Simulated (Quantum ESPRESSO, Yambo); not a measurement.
An input for Yambo 5.3.0 (NaCl (Fm-3m)):

```
HF_and_locXC
gw0
dyson
ppa
em1d
rim_cut
RandQpts= 1000000
RandGvec= 1 RL
EXXRLvcs= 76 Ry
VXCRLvcs= 304 Ry
Chimod= "HARTREE"
% BndsRnXp
 1 | 140 |
%
NGsBlkXp= 10.5 Ry
% LongDrXp
 1 | 1 | 1 |
%
% GbndRnge
 1 | 140 |
%
DysSolver= "n"
ExtendOut
PPAPntXp= 27.21138 eV
% QPkrange
 1 | 1 | 7 | 10 |
%
```

The database entry behind the starting cell differs from later determinations by our own check (an axis about 0.4 % short against later determinations), so it need not match the best structure at ambient conditions.

```sh
OMP_NUM_THREADS=1 mpirun -n 4 yambo -F gw8.in -J gw8 -C gw8 > gw8.log
```

The stored states that it reads are on a 4×4×4 mesh. The structure is cubic, space group Fm-3m (No. 225). The conventional cell has a = 5.620 Å, b = 5.620 Å, c = 5.620 Å, α = 90.00°, β = 90.00°, γ = 90.00°. Nearest to Na lie 6 Cl at 2.81 Å. Nearest to Cl lie 6 Na at 2.81 Å. Farther neighbours and most contacts between anions are not listed.

Q: Estimate wall time and host memory on 4 MPI ranks of Arm Neoverse V1, shared host.

It took 54 s; on shared hardware allow 27 s to 1.8 min. Peak host memory was 1.6 GiB.

The screening grows as filled bands × empty bands × pairs of k points, times the square of the screening basis for the matrix.

[Paths, hosts, dates, memory and timing lines, banners, echoed tables and standing remarks are left out of the program output.]

[Logs are printed without paths, hosts, clocks, repeated set-up lines and the standing remarks that a program may print on its own settings, such as how far it seeks lower states.]

[Runs of the session that timed out or met a known fault of the program may be left out.]

[Hosts, paths, dates, database ids (printed as entryN), source tags and the programs' standing remarks are cut or masked in the printed files.]
